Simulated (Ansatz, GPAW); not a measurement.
Given: the input of a run of GPAW 26.7.0 (ASE script) on MnS. The cell is a database's computed one, not the measured one.

File run.py:

```python
from ase import Atoms
from ase.dft.bandgap import bandgap
from ase.io import write
from ase.units import GPa
from gpaw import GPAW, PW

atoms = Atoms(['S', 'Mn'],
              cell=[[1.829996015, 1.0565486919, 2.9709202767],
                    [-1.829996015, 1.0565486919, 2.9709202767],
                    [0.0, -2.1130973838, 2.9709202767]],
              scaled_positions=[[0.5, 0.5000000001, 0.5],
                                [0.0, 0.0, 0.0]],
              pbc=True)
atoms.set_initial_magnetic_moments([0.0, 4.0])

calc = GPAW(mode=PW(600),
            xc='PBE',
            kpts={'size': (9, 9, 9), 'gamma': True},
            occupations={'name': 'methfessel-paxton', 'order': 0, 'width': 0.1},
            nbands=21,
            convergence={'density': 1e-05, 'energy': 1e-05},
            maxiter=150,
            txt='gpaw.txt')
atoms.calc = calc
energy = atoms.get_potential_energy()
forces = atoms.get_forces()
stress = atoms.get_stress()
calc.write('gs.gpw')
write('result.traj', atoms)
print(f'Energy: {energy:.6f} eV')
print('Forces (eV/A):')
print(forces.round(4))
print('Stress (GPa):', (stress / GPa).round(3))
print('Moments:', calc.get_magnetic_moments().round(3))
print('Fermi level:', round(calc.get_fermi_level(), 4), 'eV')
print(f'Gap: {bandgap(calc)[0]:.4f} eV, direct: {bandgap(calc, direct=True)[0]:.4f} eV')
```

Potentials or basis: GPAW PAW data sets (gpaw-data 1.2.1), pw.

The run is started by

```bash
$ OMP_NUM_THREADS=1 python run.py
```

**Question.** Translate it to Ansatz 0.2.0. Potentials or basis there: Ansatz PAW, cutoff 420 eV.

**Answer.** As run (cutoffs and basis follow the program's own potentials, and thresholds, step limits or extra output files can differ):

File input.yaml:

```yaml
crystal:
  lattice:
    - [1.829996015, 1.0565486919, 2.9709202767]
    - [-1.829996015, 1.0565486919, 2.9709202767]
    - [0.0, -2.1130973838, 2.9709202767]
  atoms:
    - { symbol: S, position: [0.5, 0.5000000001, 0.5] }
    - { symbol: Mn, position: [0.0, 0.0, 0.0], spin: 4.0 }
hamiltonian:
  xc: pbe
  pseudopotentials: { kind: paw }
magnetization:
  spin_polarized: true
kpoints:
  mp_grid: { grid: [9, 9, 9] }
scf:
  occupations: { method: gaussian, width: 0.1 }
output:
  forces: true
  stress: true
  eigenvalues: true
  write_density: true
  write_potential: true
  elf: true
  volumetric_format: npy
```

Potentials or basis: Ansatz PAW.

Command:

```console
$ ansatz run input.yaml --threads 1 --pin off --max-ram 3584MiB --backend cpu --events-out ev --progress --plain --runs-dir out
```

Both were run:

|  | GPAW | Ansatz |
| --- | --- | --- |
| Pressure | -1.6 GPa | -1.5 GPa |
| Net moment | 4.64 μB per cell | 4.66 μB per cell |

Ansatz's pressure holds a Pulay term of +0.04 GPa for its cutoff of 420 eV, which the other run lacks.

Where Ansatz's input types no cutoff or centring, it takes its own default and a Γ-centred mesh.

The magnetic state is the one that the start led to; the real crystal's order can differ.

Pressure is positive in compression.
